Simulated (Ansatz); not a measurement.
From barrier to diffusion: B in BP

All numbers below come from DFT PBE, scalar-relativistic, plane waves, PAW in Ansatz. (420 eV cutoff, 2×2×2 k-mesh, shifted by half a step, Gaussian smearing of 0.02 eV, no spin polarisation)

Host crystal, relaxed:

```xyz
2
Lattice="0.0000 2.2741 2.2741 2.2741 0.0000 2.2741 2.2741 2.2741 0.0000" Properties=species:S:1:pos:R:3 pbc="T T T"
B     0.0000    0.0000    0.0000
P     1.1370    1.1370    1.1370
```

In a supercell of 32 host sites with charge +1, interstitial B hops to an equivalent place, moving 1.50 Å. Climbing-image nudged elastic band at fixed cell; the order of the saddle wasn't checked, and the small cell leaves errors of about a tenth of an eV.

```
image path (Å) E − E(0) (eV)
    0      0.00          0.000
    1      0.26          0.171
    2      0.53          0.266
    3      0.85          0.247
    4      1.17          0.261
    5      1.50          0.220
    6      1.82          0.000
```

**Question.** What are the barriers forward and back, and what attempt frequency does the shape suggest?

**Answer.** Forward 0.27 eV, back 0.27 eV, the ends being level. For a sinusoidal profile E_b sin²(πx/l), with the B atom alone moving, ν = (1/l)√(E_b/2m) = 7.3×10¹² s⁻¹, within an order of magnitude of the customary 10¹³ s⁻¹; a true prefactor needs the vibrations at the minimum and at the saddle.

**Question.** With ν = 10¹³ s⁻¹, give the forward jump rate along this one path, the wait 1/k for that jump, the diffusivity D ≈ l²k and the distance √(Dt) covered in an hour at 300, 600 and 1000 K, taking the host as solid throughout.

**Answer.** k = ν exp(−E_b/k_BT):
```tsv
T (K)	k (1/s)	wait (s)	D (cm²/s)	√(Dt) in 1 h (nm)
300	3.4×10⁸	3.0×10⁻⁹	7.5×10⁻⁸	1.6×10⁵
600	5.8×10¹⁰	1.7×10⁻¹¹	1.3×10⁻⁵	2.2×10⁶
1000	4.6×10¹¹	2.2×10⁻¹²	1.0×10⁻⁴	6.1×10⁶
```

D = l²k holds for six equivalent jumps in three dimensions (z l²k/6) and is a scale otherwise. Long-range transport needs a connected net of such jumps, and traps slow it. D is that of an interstitial already there; self-diffusion in the crystal is slower by the defects' share of the sites. An error of 0.1 eV in the barrier changes k by a factor of 48 at 300 K and 3.2 at 1000 K.

Cost: 1 run of about 17 core-minutes, on Arm Neoverse V1 (shared hosts).